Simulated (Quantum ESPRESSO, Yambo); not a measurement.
# AlAs (F-43m): G0W0 with Yambo, start to end, part 2 of 3

Aim: the G0W0 gap of AlAs (F-43m) on PBE, step by step.

Quantum ESPRESSO 7.5 and Yambo 5.3.0; PBE and many-body steps on it, plane waves. Known limits of the many-body steps: not at the basis limit; exchange with frozen shells missing; no spin-orbit coupling; coarse k mesh.

So far. Step 2 (Ground state): The gap is indirect, with the least direct gap 0.61 eV higher. Step 3 (Bands along the symmetry lines): The gap is 1.436 eV, as in the run before at this level.

### 4. Empty states on the mesh, 4×4×4 mesh, 127 bands

Level of this step: DFT, PBE, plane waves, norm-conserving pseudopotentials (Quantum ESPRESSO).

The sums over transitions need many empty states on a uniform mesh; this step solves for them.

pw.in reads:

```
&control
  calculation = 'nscf'
  prefix = 'x'
  outdir = 'o'
  pseudo_dir = 'pseudo'
/
&system
  ibrav = 0
  nat = 2
  ntyp = 2
  ecutwfc = 76.0
  nbnd = 127
  force_symmorphic = .true.
/
&electrons
  conv_thr = 1e-9
  electron_maxstep = 80
  diago_full_acc = .true.
  diago_thr_init = 5e-6
/
ATOMIC_SPECIES
  Al 26.982 Al.upf
  As 74.922 As.upf
CELL_PARAMETERS angstrom
  0.0000000000 2.8304000000 2.8304000000
  2.8304000000 0.0000000000 2.8304000000
  2.8304000000 2.8304000000 -0.0000000000
ATOMIC_POSITIONS crystal
  Al 0.0000000000 0.0000000000 0.0000000000
  As 0.2500000000 0.2500000000 0.2500000000
K_POINTS automatic
  4 4 4 0 0 0
```

The run is started by

```console
OMP_NUM_THREADS=1 mpirun -n 8 pw.x -nk 4 -in pw.in > pw.out
```

Output:

```text
[banner, memory and clock lines left out]
Program PWSCF v.7.5 starts

     Atomic positions and unit cell read from directory:
     o/x.save/

     Message from routine setup:
     using ibrav=0 with symmetry is DISCOURAGED, use correct ibrav instead

     bravais-lattice index     =            0
     lattice parameter (alat)  =       7.5642  a.u.
     unit-cell volume          =     306.0343 (a.u.)^3
     number of atoms/cell      =            2
     number of atomic types    =            2
     number of electrons       =        18.00
     number of Kohn-Sham states=          127
     kinetic-energy cutoff     =      76.0000  Ry
     charge density cutoff     =     304.0000  Ry
     Exchange-correlation= PBE
                           (   1   4   3   4   0   0   0)

     celldm(1)=   7.564177  celldm(2)=   0.000000  celldm(3)=   0.000000
     celldm(4)=   0.000000  celldm(5)=   0.000000  celldm(6)=   0.000000

     crystal axes: (cart. coord. in units of alat)
               a(1) = (   0.000000   0.707107   0.707107 )
               a(2) = (   0.707107   0.000000   0.707107 )
               a(3) = (   0.707107   0.707107  -0.000000 )

     reciprocal axes: (cart. coord. in units 2 pi/alat)
               b(1) = ( -0.707107  0.707107  0.707107 )
               b(2) = (  0.707107 -0.707107  0.707107 )
               b(3) = (  0.707107  0.707107 -0.707107 )
     Pseudo is Norm-conserving + core correction, Zval =  3.0
     Generated using ONCVPSP code by D. R. Hamann
     Using radial grid of 1876 points,  6 beta functions with:
     Pseudo is Norm-conserving + core correction, Zval = 15.0
     Generated using ONCVPSP code by D. R. Hamann
     Using radial grid of 1358 points,  6 beta functions with:
     Al                3.00    26.98200     Al( 1.00)
     As               15.00    74.92200     As( 1.00)

     24 Sym. Ops. (no inversion) found

   Cartesian axes

     site n.     atom                  positions (alat units)
         1        Al     tau(   1) = (   0.0000000   0.0000000   0.0000000  )
         2        As     tau(   2) = (   0.3535534   0.3535534   0.3535534  )

     number of k points=     8
                       cart. coord. in units 2pi/alat
        k(    1) = (   0.0000000   0.0000000   0.0000000), wk =   0.0312500
        k(    2) = (   0.1767767   0.1767767  -0.1767767), wk =   0.2500000
        k(    3) = (  -0.3535534  -0.3535534   0.3535534), wk =   0.1250000
[...]
k(    7) = (  -0.7071068   0.0000000   0.0000000), wk =   0.0937500
        k(    8) = (  -0.7071068   0.3535534   0.0000000), wk =   0.1875000

     Dense  grid:    27317 G-vectors     FFT dimensions: (  45,  45,  45)

     The potential is recalculated from file :
     o/x.save/charge-density

     Starting wfcs are   13 randomized atomic wfcs +  114 random wfcs

     Band Structure Calculation

     End of band structure calculation

          k = 0.0000 0.0000 0.0000 (  3479 PWs)   bands (ev):

   -27.9514 -27.9514 -27.9514 -27.9402 -27.9402  -5.3642   6.5055   6.5055
     6.5055   8.5505  10.7992  10.7992  10.7992  15.3974  15.5502  15.5502
    17.9664  17.9664  17.9664  21.4165  30.2907  30.2907  30.2907  32.2058
[...]
[... 4 further rows ...]
[...]
102.1458 104.9368 104.9368 105.5404 105.5404 105.5404 107.4330

          k = 0.1768 0.1768-0.1768 (  3428 PWs)   bands (ev):

[...]
[... 4 further rows ...]
[...]
103.5883 103.7715 103.7715 104.9070 105.6767 105.6767 106.4937

          k =-0.3536-0.3536 0.3536 (  3426 PWs)   bands (ev):

[...]
69.8436  69.8436  71.2470  72.2975  73.3165  73.3165  74.9535  74.9535
     [... 4 further rows ...]
   100.4868 100.4868 101.8619 102.6826 102.7043 102.7043 102.7182 103.1035
   103.1035 104.0964 104.5014 105.0396 105.0396 105.6092 105.6092

          k = 0.3536 0.0000 0.0000 (  3479 PWs)   bands (ev):

     [... further k-points ...]

     highest occupied, lowest unoccupied level (ev):     6.5055    7.9419

     XML data file, pseudopotentials, collected wavefunctions
```

It took 4.7 s on 8 MPI ranks of Arm Neoverse V2, shared host; peak memory 0.51 GiB; 37 s of CPU time.

Numbers from this step:

* gap: 1.436 eV
* k of the valence top: 0, 0, 0
* k of the conduction bottom: 0, -0.5, -0.5
* least direct gap: 2.045 eV
* k points computed: 8
* lowest point of the top converged band, above the valence top: 97.0936 eV

On this mesh the gap is 1.436 eV.

### 5. Conversion and set-up

This step: Yambo 5.3.0; conversion and set-up on PBE, plane waves, norm-conserving pseudopotentials.

The states are converted to the many-body program's format and the q mesh is built.

The run is started by

```console
(cd o/x.save; p2y > p2y.log; mv SAVE ../..); yambo > setup.log
```

Output:

```text
 Yambo, version 5.3.0

 [02] CORE Variables Setup
 =========================

  [02.01] Unit cells
  ==================

  Cell kind             :  FCC
  Atoms in the cell     :  Al  As
  number of Al atoms    :  1
  number of As atoms    :  1

  List of atomic masses
  Mass of Al    :  26.98200
  Mass of As    :  74.92200

  List of atomic coordinates    : [cc]
  Al1       :  0.000000  0.000000  0.000000  order 1
  As1       :  2.674340  2.674340  2.674340  order 2

  Alat factors          :  5.348681  5.348681  5.348681 [a.u.]
  Direct lattice volume :  306.0343 [a.u.]
  Direct lattice vectors:  A[ 1 ]  A[ 2 ]  A[ 3 ]
   A[ 1 ]:  0.000000  1.000000  1.000000  [iru]
   0.000000  5.348681  5.348681  [cc]
   A[ 2 ]:  1.000000  0.000000  1.000000  [iru]
   5.348681  0.000000  5.348681  [cc]
   A[ 3 ]:  1.000000  1.000000 -0.000000  [iru]
   5.348681  5.348681 -0.000000  [cc]

  Recip. lattice volume :  0.810531 [a.u.]
  Recip. lattice vectors:  B[ 1 ]  B[ 2 ]  B[ 3 ]
   B[ 1 ]: -0.500000  0.500000  0.500000  [iku]
  -0.587358  0.587358  0.587358  [cc]
   B[ 2 ]:  0.500000 -0.500000  0.500000  [iku]
   0.587358 -0.587358  0.587358  [cc]
   B[ 3 ]:  0.500000  0.500000 -0.500000  [iku]
   0.587358  0.587358 -0.587358  [cc]

  [02.02] Symmetries
  ==================

  Inversion symmetry    : yes
  Spatial inversion     : no
  Inversion index       :  25
  K-space Time-reversal : yes
  Magnetic symmetries   : no
  Time-reversal derived K-space symmetries:   25   48
  Group table correct   : yes
  Symmetries units      :  [cc]

   [S  1]:   1.0000      0.42730E-17  0.42730E-17  0.42730E-17   1.0000     -0.42730E-17 -0.42730E-17 -0.42730E-17   1.0000
   [S  2]:  -1.0000     -0.42730E-17  0.42730E-17 -0.42730E-17  -1.0000     -0.42730E-17  0.42730E-17  0.42730E-17   1.0000
   [S  3]:  -1.0000      0.42730E-17 -0.42730E-17 -0.42730E-17   1.0000      0.42730E-17  0.42730E-17 -0.42730E-17  -1.0000
[...]
[S  9]:  0.42730E-17   1.0000      0.42730E-17 -0.42730E-17  0.42730E-17   1.0000       1.0000     -0.42730E-17 -0.42730E-17
   [S 10]:  0.42730E-17  -1.0000     -0.42730E-17 -0.42730E-17 -0.42730E-17  -1.0000       1.0000      0.42730E-17  0.42730E-17
     [... 36 further rows ...]
   [S*47]:   1.0000      0.42730E-17 -0.42730E-17  0.42730E-17 -0.42730E-17  -1.0000     -0.42730E-17   1.0000      0.42730E-17
   [S*48]:   1.0000     -0.42730E-17  0.42730E-17  0.42730E-17  0.42730E-17   1.0000     -0.42730E-17  -1.0000     -0.42730E-17

  [02.03] Reciprocal space
  ========================

  nG shells         :  296
  nG charge         :  27317
  nG WFs            :   4210
  nC WFs            :   3479
  G-vecs. in first 29 shells:  [ Number ]
     1    9   15   27   51   59   65   89  113
    137   169   181   229   259   283   307   331   339
    387   411   459   531   537   561   609   645   701
    725   749
  ...
  Shell energy in first 29 shells:  [ mHa ]
[...]
BZ  K-points                                      :   64

  K/Q-points units:
  rlu = crystal or reduced units; cc = cartesian coordinates; iku = interal k-units

  K [1]          [rlu]:  0.000000  0.000000  0.000000
         WF components:   3479
  K [2]          [rlu]: -0.99003E-17  0.39775E-17  0.25000
         WF components:   3428
  K [3]          [rlu]:  0.19801E-16 -0.79550E-17 -0.50000
         WF components:   3426
  K [4]          [rlu]: -0.97223E-17  0.25000      0.25000
         WF components:   3479
  K [5]          [rlu]: -0.11933E-16  0.25000     -0.50000
         WF components:   3417
  [... 2 further k-points ...]
  K [8]          [rlu]:  0.250000 -0.500000 -0.250000
         WF components:   3400

  [02.05] Energies & Occupations
  ==============================

  [X] === General ===
  [X] Electronic Temperature                        :  0.000000  0.000000 [eV K]
  [X] Bosonic    Temperature                        :  0.000000  0.000000 [eV K]
  [X] Finite Temperature mode                       : no
  [X] El. density                                   :  0.39692E+24 [cm-3]
  [X] Fermi Level                                   :  6.505537 [eV]

  [X] === Gaps and Widths ===
  [X] Conduction Band Min                           :  1.436385 [eV]
  [X] Valence Band Max                              :  0.000000 [eV]
  [X] Filled Bands                                  :   9
  [X] Empty Bands                                   :   10  127
  [X] Direct Gap                                    :  2.044983 [eV]
  [X] Direct Gap localized at k                     :  1
  [X] Indirect Gap                                  :  1.436385 [eV]
  [X] Indirect Gap between kpts                     :   1   7
  [X] Last valence band width                       :  2.822646 [eV]
  [X] 1st conduction band width                     :  2.893489 [eV]

  E @ K [1]:  [eV]
   -34.457      -34.457      -34.457      -34.446      -34.446      -11.870     -0.25025E-09 -0.17173E-09
   0.000000  2.044983  4.293654  4.293654  4.293654  8.891858  9.044653  9.044653
   11.46086  11.46086  11.46086  14.91095  23.78519  23.78519  23.78519  25.70023
  occ @ K [1]
[...]
E @ K [2]:  [eV]
[...]
occ @ K [2]
[...]
E @ K [3]:  [eV]
[...]
occ @ K [3]
[...]
E @ K [4]:  [eV]
[...]
occ @ K [4]
[...]
E @ K [5]:  [eV]
[...]
occ @ K [5]
[...]
[... 2 further k-points ...]
  E @ K [8]:  [eV]
[...]
occ @ K [8]
[...]
2.000000  0.000000  0.000000  0.000000  0.000000  0.000000  0.000000  0.000000
   0.000000  0.000000  0.000000  0.000000  0.000000  0.000000  0.000000  0.000000

 [03] Transferred momenta grid and indexing
 ==========================================

 IBZ Q-points                                      :   8
 BZ  Q-points                                      :   64

 K/Q-points units:
 rlu = crystal or reduced units; cc = cartesian coordinates; iku = interal k-units

 Q [1]          [rlu]:  0.000000  0.000000  0.000000
 Q [2]          [rlu]:  0.81056E-17  0.81056E-17  0.25000
 Q [3]          [rlu]: -0.16211E-16 -0.16211E-16 -0.50000
[...]
Q [7]          [rlu]:  0.19445E-16 -0.50000     -0.50000
 Q [8]          [rlu]:  0.250000 -0.500000 -0.250000

  [03.01] X indexes
  =================

   [03.01.01] Sigma indexes
   ========================

 [06] Game Over & Game summary
```

Wall time 2.3 s (1 MPI rank); peak memory 0.25 GiB.

(Continued in part 3 of 3.)

[Paths, hosts, dates, memory and timing lines, banners, echoed tables and standing remarks are left out of the program output.]

[Logs are printed without paths, hosts, clocks, repeated set-up lines and the standing remarks that a program may print on its own settings, such as how far it seeks lower states.]

[Runs of the session that timed out or met a known fault of the program may be left out.]

[Hosts, paths, dates, database ids (printed as entryN), source tags and the programs' standing remarks are cut or masked in the printed files.]
